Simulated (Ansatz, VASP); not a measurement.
Si in VASP and in Ansatz

```
Si
1.0
     0.00000    2.72212    2.72212
     2.72212    0.00000    2.72212
     2.72212    2.72212    0.00000
Si
2
Direct
  0.00000 0.00000 0.00000
  0.25000 0.25000 0.25000
```

Alike in both runs: task single point; functional PBE-based screened hybrid; k mesh 4 × 4 × 4; no spin polarisation.

```csv
,VASP,Ansatz
version,VASP 6.6.1,Ansatz 0.2.0
potentials or method,"VASP PAW PBE potentials, release 64 (Si)",plane waves
plane-wave cutoff (eV),520,420
occupations,"gaussian, width 0.01 eV",fixed
valence electrons in the cell,8,8
```

Ansatz gave:

* gap on the k mesh at the Fermi level (eV): 0.97
* pressure (GPa): 1.1

Problem. What did VASP give for the same quantities?

Solution. gap on the k mesh at the Fermi level (eV): 0.98; pressure (GPa): 0.9.

Ansatz warned: «stress_exchange_threshold_loose».

Caveats: the k mesh is coarse (spacing up to 0.50 Å⁻¹), so the values aren't converged; the PAW data sets were made with another functional, which shifts forces and pressure a little (VASP). A k mesh can miss the band edges.
